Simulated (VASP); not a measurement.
Input of a VASP 6.6.1 run:

INCAR

```
SYSTEM = Y
ALGO = Normal
EDIFF = 1E-7
ENCUT = 520
ISIF = 2
ISMEAR = 0
LASPH = .TRUE.
LCHARG = .FALSE.
LMIXTAU = .TRUE.
LREAL = .FALSE.
LWAVE = .FALSE.
METAGGA = R2SCAN
NBANDS = 18
NELM = 100
PREC = Accurate
SIGMA = 0.1
```

The input KPOINTS:

```
k-points
0
G
  15 15 8
  0 0 0
```

Contents of POSCAR:

```
Y
1.0
    3.5951100000      0.0000000000      0.0000000000
   -1.7975500000      3.1134500000      0.0000000000
    0.0000000000      0.0000000000      5.5790000000
Y
2
Direct
    0.3333300000      0.6666700000      0.2500000000
    0.6666700000      0.3333300000      0.7500000000
```

Potentials or basis: VASP PAW PBE potentials, release 64 (Y_sv).

Command:

```bash
$ cat potpaw_PBE.64/Y_sv/POTCAR > POTCAR
$ mpirun -np 1 vasp_std > vasp.out
```

Q: Predict the band gap on the k mesh.

A: None (metal or under the smearing width).

Q: Predict the pressure.

A: 3.2 GPa.

Stress tensor (GPa, compression positive):
```
3.32 0.00 0.00
0.00 3.32 0.00
0.00 0.00 2.86
```

Caveat: the PAW data sets were made with another functional, which shifts forces and pressure a little.
